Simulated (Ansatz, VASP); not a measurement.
# SnO2: VASP beside Ansatz

Wanted: the spread between two codes on one cell, functional and k mesh. The cell is taken from a series of runs on this material, whose earlier steps may have relaxed, scaled, displaced or heated it; both programs get it as it stands.

Calculated with Ansatz 0.2.0; plane waves, with VASP 6.6.1 beside it; single point at HSE06.

### Step 1. Set-up

Symmetry: Pbcn, No. 60, orthorhombic system. The conventional cell has a = 4.877 Å, b = 5.923 Å, c = 5.405 Å, α = 90.00°, β = 90.00°, γ = 90.00°. Nearest to Sn lie 6 O at 2.11 to 2.16 Å. Nearest to O lie 3 Sn at 2.11 to 2.16 Å. Farther neighbours and most contacts between anions are not listed.

### Step 2. Ansatz: single point, HSE06

Ansatz runs on its PAW soft_1 files.

A single point gives forces, pressure and levels at one fixed geometry, so differences don't come from the geometry; what else differs is listed under the comparison.

input.yaml reads:

```yaml
crystal:
  lattice:
    - [4.8772005551, 0.0, 0.0]
    - [0.0, 5.9234395969, 0.0]
    - [0.0, 0.0, 5.4045276775]
  atoms:
    - { symbol: Sn, position: [0.5, 0.6595226513, 0.75] }
    - { symbol: Sn, position: [0.0, 0.8404773487, 0.25] }
    - { symbol: Sn, position: [0.5, 0.3404773487, 0.25] }
    - { symbol: Sn, position: [0.0, 0.1595226513, 0.75] }
    - { symbol: O, position: [0.7228814868, 0.6140072986, 0.0802277506] }
    - { symbol: O, position: [0.2228814868, 0.8859927014, 0.9197722494] }
    - { symbol: O, position: [0.7771185132, 0.8859927014, 0.5802277506] }
    - { symbol: O, position: [0.2771185132, 0.6140072986, 0.4197722494] }
    - { symbol: O, position: [0.7228814868, 0.3859927014, 0.5802277506] }
    - { symbol: O, position: [0.2228814868, 0.1140072986, 0.4197722494] }
    - { symbol: O, position: [0.7771185132, 0.1140072986, 0.0802277506] }
    - { symbol: O, position: [0.2771185132, 0.3859927014, 0.9197722494] }
kpoints:
  mp_grid: { grid: [4, 2, 4] }
  band_path:
    path:
      - [0.0, 0.0, 0.0]
      - [0.5, 0.0, 0.0]
      - [0.5, 0.5, 0.0]
      - [0.0, 0.5, 0.0]
      - [0.0, 0.0, 0.5]
      - [0.5, 0.0, 0.5]
      - [0.5, 0.5, 0.5]
      - [0.0, 0.5, 0.5]
      - [0.4, 0.0, 0.0]
    npoints: 1
hamiltonian:
  xc: hse06
  pseudopotentials: { kind: paw, azcp: { folder: soft_1 } }
scf:
  occupations: { method: fixed }
  n_extra_bands: 8
output:
  eigenvalues: true
  write_density: true
  write_potential: true
  elf: true
  volumetric_format: npy
```

The run is started by

```sh
ansatz run input.yaml --threads 2 --pin off --max-ram 92160MiB --backend cuda --events-out ev --progress --plain --runs-dir out --devices 1 --max-vram 13GiB
```

Numbers of over 12 decimals in the logs are rounded to 6 here.

Output:

```text
scf.n_extra_bands = 8 over 52 filled bands (N_el = 104.0): the run solves 60 bands
GPUs: using 1 of 1 available (devices: 1).
Engine: ansatz 0.2.0, x86_64-unknown-linux-gnu
Pseudopotentials: kind: paw
Pseudopotential: Sn, paw, valence charge 14, recommended cutoff 420 eV (normal), soft_1/Sn.paw.azcp
Pseudopotential: O, paw, valence charge 6, recommended cutoff 420 eV (normal), soft_1/O.paw.azcp
Functional definition: HSE06
  parameter a = 0.25
  parameter omega = 0.11/bohr
  exchange = pbe_x - a*pbe_x_sr(omega) + a*exact_x_sr(omega)
  correlation = pbe_c
davidson cushion auto → on  (no smearing: the cushion is to keep the highest requested band from converging to the state above it; pin scf.eigensolver.cushion to override)
device memory: the entry about to start is reckoned to put 2.1 GiB on a device that reports 20.4 GiB free (of which the cap on the GPU budget leaves the run 13.0 GiB)
GPU FFT provider: cuFFT
GPU libraries: cuBLAS 13.8.2, cuFFT 12.4.0, cuSOLVER 12.3.4
Crystal: 12 atoms, lattice volume = 156.136 Å³
Basis set: ecut = 420 eV, 3025 PW (Γ)
Bands: 60, of which v1, the nominal top of the filled ones, is band 52 counted from 1 (51 counted from 0)
Symmetry: 8 space group operations
Space group: Pbcn (ITA 60), of the structure as read, at distance tolerance 5.4e-5 Å
k-points: 18 of 32
Non-local potential: Sn, projectors of the file, l = 0: 2, l = 1: 2, l = 2: 2, l = 3: 1
Non-local potential: O, projectors of the file, l = 0: 2, l = 1: 2, l = 2: 1
PAW form: soft (Blöchl's): semilocal exchange-correlation on the pseudo side does not see the compensation charge
PAW frozen core: Sn, regenerated for the run's functional, and the local potential with it (the file was generated under x = pbe(κ = 0.804, μ = 0.219515), c = pbe(β = 0.066725))
PAW frozen core: O, regenerated for the run's functional, and the local potential with it (the file was generated under x = pbe(κ = 0.804, μ = 0.219515), c = pbe(β = 0.066725))
PAW one-centre angular grid: Sn, 590 points (default); XC on 64 Gauss nodes
PAW one-centre angular grid: O, 110 points (default); XC on 96 Gauss nodes
Initial density: superposition of atomic densities (chi_scale 0.1, normalization cell, long waves kept (reshape's long-wave potential 0.01 eV rms))
Initial wavefunctions: pseudopotential atomic-orbital guess
GPU buffer pool allocated for 57600 grid points (all kernels)
GPU transforms: local potential and band sums: pruned to the plane-wave sphere, on 36×40×40
Functional: x = pbe(κ = 0.804, μ = 0.219515), c = pbe(β = 0.066725), warm-up for x = pbe(κ = 0.804, μ = 0.219515) + 0.25 (exact − pbe) at short range (hse, ω = 0.207870 Å⁻¹), c = pbe(β = 0.066725); HSE06 as pw.x's `hse` composes it (authors' and Libxc's form: `xc: wpbeh`)
SCF iter   1: F=—  HF=-28636.907664 eV  |F-HF|=—  |Δ(HF+E_count)|=         —  Δρ=7.17e-2  dr2=5.95e0  ethr=1.00e-1  ⟨swp⟩=3.9  Hψ=3280  notcnv=0
preconditioner: auto → none  [insulator: Δε(μ)=0.860 eV  Ē_g=17.998 eV  n_scr=38 (ndim 8)  ℏωp=30.3 eV  f_vac=0.004]
SCF iter   2: F=—  HF=-28635.949171 eV  |F-HF|=—  |Δ(HF+E_count)|=   9.58e-1  Δρ=3.95e-2  dr2=1.03e0  ethr=5.72e-3  ⟨swp⟩=3.3  Hψ=2885  notcnv=0
SCF iter   3: F=—  HF=-28635.844113 eV  |F-HF|=—  |Δ(HF+E_count)|=   1.05e-1  Δρ=1.40e-2  dr2=2.47e-1  ethr=9.91e-4  ⟨swp⟩=3.0  Hψ=2897  notcnv=0
iter 4 solved again at ethr=5.56e-6 eV; its pass at ethr=2.38e-4 eV (dr2=5.78e-3 eV) is discarded
SCF iter   4: F=—  HF=-28635.840346 eV  |F-HF|=—  |Δ(HF+E_count)|=   3.77e-3  Δρ=2.98e-3  dr2=5.59e-3  ethr=5.56e-6  ⟨swp⟩=4.4  Hψ=5932  notcnv=0
SCF iter   5: F=—  HF=-28635.843190 eV  |F-HF|=—  |Δ(HF+E_count)|=   2.84e-3  Δρ=4.50e-4  dr2=1.02e-4  ethr=5.37e-6  ⟨swp⟩=3.0  Hψ=2449  notcnv=0
SCF iter   6: F=-28635.843329 eV  HF=-28635.843327 eV  |F-HF|=2.01e-6  |Δ(HF+E_count)|=   1.38e-4  Δρ=8.75e-5  dr2=5.84e-6  ethr=9.77e-8  ⟨swp⟩=4.6  Hψ=3691  notcnv=0
SCF 1 stopped early in 6 iterations: F = -28635.843329 eV  dr2 = 5.84e-6
  greatest PAW one-centre occupation: 0.995 electrons in one spin orbital (limit 2), on the Sn atom at site 3 (counted from 0), in its partial waves of l = 2
device memory: the entry about to start is reckoned to put 2.9 GiB (of the 3.0 GiB reckoned in all, the device holds 0.1 GiB already) on a device that reports 19.2 GiB free (of which the cap on the GPU budget leaves the run 12.9 GiB)
GPU FFT provider: cuFFT
GPU libraries: cuBLAS 13.8.2, cuFFT 12.4.0, cuSOLVER 12.3.4
Initial density: handed on by an earlier stage of this run
Initial wavefunctions: those handed on with the density
GPU buffer pool allocated for 57600 grid points (all kernels)
GPU transforms: local potential and band sums: pruned to the plane-wave sphere, on 36×40×40
Functional: x = pbe(κ = 0.804, μ = 0.219515) + 0.25 (exact − pbe) at short range (hse, ω = 0.207870 Å⁻¹), c = pbe(β = 0.066725); HSE06 as pw.x's `hse` composes it (authors' and Libxc's form: `xc: wpbeh`)
Exchange kernel: α = 0.2500, screened, ω = 0.2079 Å⁻¹, Wigner–Seitz truncation, v(0) = 1020.8718 eV·Å³, q-mesh 4×2×4, nearest image of the exchange supercell L = 11.85 Å, pair-density grid 30×36×32, without the augmentation charges, whose exchange is taken in its separable form by FFT convolution over the k-point mesh (sized by the pseudopotential files, 36×40×40 at the most), smooth part of the exact exchange by density-matrix convolution in up to 3.42 GiB of GPU memory as planned if the GPU has room (build and FFT work areas not counted)
Frozen-core exchange: fock
SCF iter   1: F=—  HF=-28650.328189 eV  |F-HF|=—  |Δ(HF+E_count)|=         —  Δρ=9.69e-3  dr2=1.20e-1  ethr=5.61e-8  ⟨swp⟩=10.3  Hψ=7019  notcnv=0
preconditioner: auto → none  [insulator: Δε(μ)=2.069 eV  Ē_g=20.165 eV  n_scr=38 (ndim 8)  ℏωp=30.3 eV  f_vac=0.037]
SCF iter   2: F=—  HF=-28650.288376 eV  |F-HF|=—  |Δ(HF+E_count)|=   3.98e-2  Δρ=2.69e-3  dr2=1.29e-2  ethr=5.61e-8  ⟨swp⟩=7.1  Hψ=5387  notcnv=0  defer=8
SCF iter   3: F=—  HF=-28650.341975 eV  |F-HF|=—  |Δ(HF+E_count)|=   5.36e-2  Δρ=1.38e-3  dr2=2.76e-3  ethr=5.61e-8  ⟨swp⟩=6.7  Hψ=5053  notcnv=0  defer=14
SCF iter   4: F=—  HF=-28650.341119 eV  |F-HF|=—  |Δ(HF+E_count)|=   8.56e-4  Δρ=8.22e-5  dr2=9.26e-5  ethr=5.61e-8  ⟨swp⟩=4.6  Hψ=4015  notcnv=0
SCF iter   5: F=-28650.341782 eV  HF=-28650.341813 eV  |F-HF|=3.10e-5  |Δ(HF+E_count)|=   6.94e-4  Δρ=1.70e-4  dr2=4.42e-5  ethr=4.58e-9  ⟨swp⟩=5.9  Hψ=4681  notcnv=0  defer=10
SCF 2 stopped early in 5 iterations: F = -28650.341782 eV  dr2 = 4.42e-5
  greatest PAW one-centre occupation: 0.996 electrons in one spin orbital (limit 2), on the Sn atom at site 2 (counted from 0), in its partial waves of l = 2
hybrid outer 1: dexx = +6.089e-2 eV, tail = 3.35e-4 eV
GPU FFT provider: cuFFT
GPU libraries: cuBLAS 13.8.2, cuFFT 12.4.0, cuSOLVER 12.3.4
GPU buffer pool allocated for 57600 grid points (all kernels)
GPU transforms: local potential and band sums: pruned to the plane-wave sphere, on 36×40×40
Exchange kernel: α = 0.2500, screened, ω = 0.2079 Å⁻¹, Wigner–Seitz truncation, v(0) = 1020.8718 eV·Å³, q-mesh 4×2×4, nearest image of the exchange supercell L = 11.85 Å, pair-density grid 30×36×32, without the augmentation charges, whose exchange is taken in its separable form by FFT convolution over the k-point mesh (sized by the pseudopotential files, 36×40×40 at the most), smooth part of the exact exchange by density-matrix convolution in up to 3.42 GiB of GPU memory as planned if the GPU has room (build and FFT work areas not counted)
Frozen-core exchange: fock
SCF iter   1: F=—  HF=-28650.339299 eV  |F-HF|=—  |Δ(HF+E_count)|=         —  Δρ=7.10e-5  dr2=6.47e-6  ethr=1.61e-6  ⟨swp⟩=3.2  Hψ=2464  notcnv=0
preconditioner: auto → none  [insulator: Δε(μ)=2.060 eV  Ē_g=20.212 eV  n_scr=38 (ndim 8)  ℏωp=30.3 eV  f_vac=0.041]
SCF iter   2: F=—  HF=-28650.339317 eV  |F-HF|=—  |Δ(HF+E_count)|=   1.76e-5  Δρ=4.71e-5  dr2=2.93e-6  ethr=4.14e-9  ⟨swp⟩=5.0  Hψ=4236  notcnv=0
iter 3 solved again at ethr=7.48e-11 eV; its pass at ethr=2.59e-9 eV (dr2=7.78e-8 eV) is discarded
SCF iter   3: F=—  HF=-28650.339316 eV  |F-HF|=—  |Δ(HF+E_count)|=   6.97e-7  Δρ=1.27e-5  dr2=1.08e-7  ethr=7.48e-11  ⟨swp⟩=4.1  Hψ=5611  notcnv=0
SCF iter   4: F=-28650.339316 eV  HF=-28650.339316 eV  |F-HF|=3.50e-9  |Δ(HF+E_count)|=   1.48e-8  Δρ=1.54e-6  dr2=3.91e-8  ethr=7.03e-11  ⟨swp⟩=3.7  Hψ=2666  notcnv=0
SCF 3 converged in 4 iterations: F = -28650.339316 eV  dr2 = 3.91e-8
  greatest PAW one-centre occupation: 0.996 electrons in one spin orbital (limit 2), on the Sn atom at site 3 (counted from 0), in its partial waves of l = 2
hybrid outer 2: dexx = +1.145e-5 eV, tail = 2.67e-7 eV, Δε = 3.35e-3 eV (about 1.16e-4 eV left of the loop's levels)
device memory: the entry about to start is reckoned to put 1.1 GiB on a device that reports 6.7 GiB free
NSCF: frozen V_eff on 9 k-points
hybrid SCF converged: 2 outer / 9 inner (+6 warm-up), last move |dexx| = 1.15e-5 eV, tail = 2.67e-7 eV
Stability not checked: this state was not tested for a lower state beside it, because the functional holds exact exchange (a hybrid, or Hartree-Fock), whose exchange loop this test does not read (fock_operator; see scf.lower_state_search)
Free energy (F): -28650.339314 eV
Frozen-core exchange: fock
Harris-Foulkes:  -28650.339314 eV  (|F-HF|=3.50e-9)
Internal energy: -28650.339314 eV  (E = F + TS)
E sigma→0 (E₀):  -28650.339314 eV
Fermi energy:    6.708874 eV
--- Per-component energies (eV) ---
  E_band       = -559.289489
  E_kinetic    = 2020.968808
  E_local      = -6594.915647  (includes V_loc(G=0)·N_el)
  E_nonlocal   = 976.610653
  E_hartree    = 2977.915821
  E_xc         = -855.114551
  E_vxc        = -830.780419  (∫ρ·V_xc dr)
  E_exx        = -301.616617  (= α·E_x^exact, valence–valence)
  E_paw        = -18723.577729  (= ΣΔE_a)
  E_vpaw       = -1483.775464  (= ΣTr[D̂ρ^β])
  E_aug_tail   = 0.007208  (compensation charges beyond the density's cutoff)
  E_ewald      = -8151.439487
  E_core_change = 0.822226  (= ΣΔE_core)
  E_smearing   = -0.000000  (= −TS)
  E_closure    = -0.000000  (closes the sum)
  Σ components = -28650.339314   (vs F -28650.339314, Δ=-3.64e-12)
--- Band table (eV; the first three rows and the last of 18) ---
  k-point 0: bands = [... 48 lower, 6.2679, 6.6243, 6.6544, 6.6547, 8.7690, 13.8646, 14.2217, 14.8792, ... 4 higher]
  k-point 1: bands = [... 48 lower, 6.2498, 6.5645, 6.6060, 6.6253, 10.0924, 13.6660, 13.8530, 14.6372, ... 4 higher]
  k-point 2: bands = [... 48 lower, 6.4969, 6.4969, 6.5753, 6.5753, 12.1092, 12.1092, 14.0073, 14.0073, ... 4 higher]
  k-point 17: bands = [... 48 lower, 6.3489, 6.3489, 6.3489, 6.3489, 13.1644, 13.1644, 13.1644, 13.1644, ... 4 higher]
```

The column dr2 measures how far the density is from self-consistency, as an energy; F and HF (Harris–Foulkes) agree once it is small.

[end of part 1 of 2]

[Lines on the potential files, build, host, timing and source positions are cut from VASP's logs without a mark.]

[Logs are printed without paths, hosts, clocks, repeated set-up lines and the standing remarks that a program may print on its own settings, such as how far it seeks lower states.]

[Hosts, paths, dates, database ids (printed as entryN), source tags and the programs' standing remarks are cut or masked in the printed files.]
